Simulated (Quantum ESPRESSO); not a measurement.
## CuO under changes of volume

One of the cells (10.729 Å³/atom); the others are scaled copies at fixed shape and fractional positions:

```
Cu O
1.0
     2.87950    0.00000    0.00000
     0.03907    2.87928    0.00000
     0.01750    0.01724    5.17634
Cu O
2 2
Direct
  0.00000 0.50000 0.00000
  0.50000 0.00000 0.50000
  0.99842 0.00167 0.74989
  0.00158 0.99833 0.25011
```

The cell comes from a database or a generator and needn't be the stable form of this composition.

* Program: Quantum ESPRESSO 7.5
* Functional: PBE
* Potentials or basis: SSSP 1.3 efficiency PBE
* Cutoff: 748 eV
* Density cutoff: 5987 eV
* k mesh: 9 × 9 × 5
* Occupations: fermi-dirac, width 0.05 eV
* Spin: no spin polarisation

| volume (Å³/atom) | energy over the lowest point (meV/atom) | pressure (GPa) | largest force (eV/Å) |
| --- | --- | --- | --- |
| 10.085 | 56.07 | 18.5 | 0.012 |
| 10.300 | 33.96 | 13.7 | 0.012 |
| 10.515 | 17.88 | 9.4 | 0.011 |
| 10.729 | 7.23 | 5.6 | 0.012 |
| 10.944 | ? | ? | ? |
| 11.158 | 0.00 | -0.8 | 0.013 |
| 11.373 | 2.46 | -3.6 | 0.013 |

Q: What does the run at 10.944 Å³/atom give?

A: Energy over the lowest point 1.44 meV/atom; pressure 2.2 GPa; largest force 0.012 eV/Å.

Worked out: A Birch-Murnaghan fit of order 3 (a polynomial in V^(-2/3)) to the other rows has its minimum at 11.13 Å³/atom with B0 = V·E''(V) = 154 GPa and B' = 4.5 at fixed shape and positions, which overstates the stiffness. It gives 1.43 meV/atom at 10.944 Å³/atom, against the run's 1.44, and -dE/dV = 2.6 GPa, against 2.2.

Energies are extrapolated to zero smearing.

Caveats: the run has no spin polarisation, though such a crystal can be magnetic.
